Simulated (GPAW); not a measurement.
Wanted: an ASE script for a GPAW 26.7.0 run.

- Task: band structure
- Functional: PBEsol
- Potentials or basis: PAW data sets generated in the run's folder for this functional
- Cutoff: 600 eV
- Basis: pw
- k mesh: 11 × 11 × 11
- Occupations: fermi-dirac, width 0.05 eV
- Spin: no spin polarisation
- Maxiter: 150
- Band path: GXWKGLUWLK,UX
- Band points: 80

Ag:

```
CELL_PARAMETERS angstrom
0.00000 2.04275 2.04275
2.04275 0.00000 2.04275
2.04275 2.04275 0.00000
ATOMIC_POSITIONS crystal
Ag 0.00000 0.00000 0.00000
```

One way to write it, as run:

run.py

```python
from ase import Atoms
from ase.dft.bandgap import bandgap
from ase.io import write
from ase.units import GPa
from gpaw import GPAW, PW, setup_paths

setup_paths.insert(0, '.')

atoms = Atoms(['Ag'],
              cell=[[0.0, 2.04275, 2.04275],
                    [2.04275, 0.0, 2.04275],
                    [2.04275, 2.04275, 0.0]],
              scaled_positions=[[0.0, 0.0, 0.0]],
              pbc=True)

calc = GPAW(mode=PW(600),
            xc='PBEsol',
            kpts={'size': (11, 11, 11), 'gamma': True},
            occupations={'name': 'fermi-dirac', 'width': 0.05},
            nbands=18,
            convergence={'density': 1e-05, 'energy': 1e-05},
            maxiter=150,
            txt='gpaw.txt')
atoms.calc = calc
energy = atoms.get_potential_energy()
forces = atoms.get_forces()
stress = atoms.get_stress()
calc.write('gs.gpw')
write('result.traj', atoms)
print(f'Energy: {energy:.6f} eV')
print('Forces (eV/A):')
print(forces.round(4))
print('Stress (GPa):', (stress / GPa).round(3))
print('Fermi level:', round(calc.get_fermi_level(), 4), 'eV')
print(f'Gap: {bandgap(calc)[0]:.4f} eV, direct: {bandgap(calc, direct=True)[0]:.4f} eV')

path = atoms.cell.bandpath('GXWKGLUWLK,UX', npoints=80, eps=1e-4)
bs_calc = calc.fixed_density(kpts=path, symmetry='off', nbands=26,
                             convergence={'bands': 'CBM+6.0', 'eigenstates': 1e-6}, txt='bands.txt')
bs = bs_calc.band_structure()
bs.write('bs.json')
print(f'Gap on the path: {bandgap(bs_calc)[0]:.4f} eV')
```

Potentials or basis: PAW data sets generated in the run's folder for this functional, pw.

Run with:

```bash
$ gpaw-setup -f PBEsol Ag
$ OMP_NUM_THREADS=1 python run.py
```

It gave:

* Pressure: -2.9 GPa
* Band gap along the path: none (metal or under the smearing width)

It took 14 s on 1 thread of Intel(R) Xeon(R) 6975P-C (Granite Rapids), on a shared host, peak memory 0.18 GiB.
